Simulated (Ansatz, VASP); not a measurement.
# AgCl (Chlorargyrite) in VASP and in Ansatz

The input INCAR:

```
SYSTEM = AgCl
PREC     = Accurate       ! precision mode
ENCUT    = 520            ! plane-wave cutoff, eV
EDIFF    = 1E-7           ! SCF threshold, eV
ISMEAR   = -1             ! smearing method
SIGMA    = 0.05           ! smearing width, eV
LREAL    = .FALSE.        ! projectors in reciprocal space
LASPH    = .TRUE.         ! aspherical terms in the spheres
NELM     = 60             ! most SCF steps
ALGO     = Normal         ! electronic algorithm
ISIF     = 2              ! what is computed and relaxed
LWAVE    = .FALSE.        ! write WAVECAR
LCHARG   = .FALSE.        ! write CHGCAR
GGA      = PS             ! functional
NBANDS   = 16             ! bands
```

File KPOINTS:

```
Automatic mesh
0
G
  8 8 8
  0 0 0
```

POSCAR

```
AgCl
1.0
    0.0000000000      2.6980360093      2.6980360093
    2.6980360093      0.0000000000      2.6980360093
    2.6980360093      2.6980360093      0.0000000000
Ag Cl
1 1
Direct
    0.0000000000      0.0000000000      0.0000000000
    0.5000000000      0.5000000000      0.5000000000
```

The input input.yaml:

```yaml
crystal:
  lattice:
    - [0.0, 2.6980360093, 2.6980360093]
    - [2.6980360093, 0.0, 2.6980360093]
    - [2.6980360093, 2.6980360093, 0.0]
  atoms:
    - { symbol: Ag, position: [0.0, 0.0, 0.0] }
    - { symbol: Cl, position: [0.5, 0.5, 0.5] }
hamiltonian:
  xc: pbesol
  pseudopotentials: { kind: paw }
kpoints:
  mp_grid: { grid: [8, 8, 8] }
scf:
  occupations: { method: fermi_dirac, width: 0.05 }
output:
  forces: true
  stress: true
  eigenvalues: true
```

Change from the starting cell: volume scaled by 0.96.

Alike in both runs: task single point; functional PBEsol; k mesh 8 × 8 × 8; occupations fermi-dirac, width 0.05 eV; no spin polarisation.

|  | VASP | Ansatz |
| --- | --- | --- |
| version | VASP 6.6.1 | Ansatz 0.2.0 |
| potentials or method | VASP PAW PBE potentials, release 64 (Ag, Cl) | Ansatz PAW |
| plane-wave cutoff (eV) | 520 | 420 |
| valence electrons in the cell | 18 | 26 |

VASP gave:

| Property | Result |
| --- | --- |
| gap on the k mesh at the Fermi level (eV) | 0.72 |
| least direct gap on the mesh (eV) | 3.33 |
| pressure (GPa) | 1.6 |

Problem. Which values does Ansatz return?

Solution. gap on the k mesh at the Fermi level (eV): 0.73; least direct gap on the mesh (eV): 3.33; pressure (GPa): 1.7.

The two sets of potentials don't hold the same shells in valence.

Caveats: the PAW data sets were made with another functional, which shifts forces and pressure a little (VASP); the PAW data sets come from PBE, with cores solved anew for the run's functional, which leaves a small shift of forces and pressure (Ansatz). A k mesh can miss the band edges.
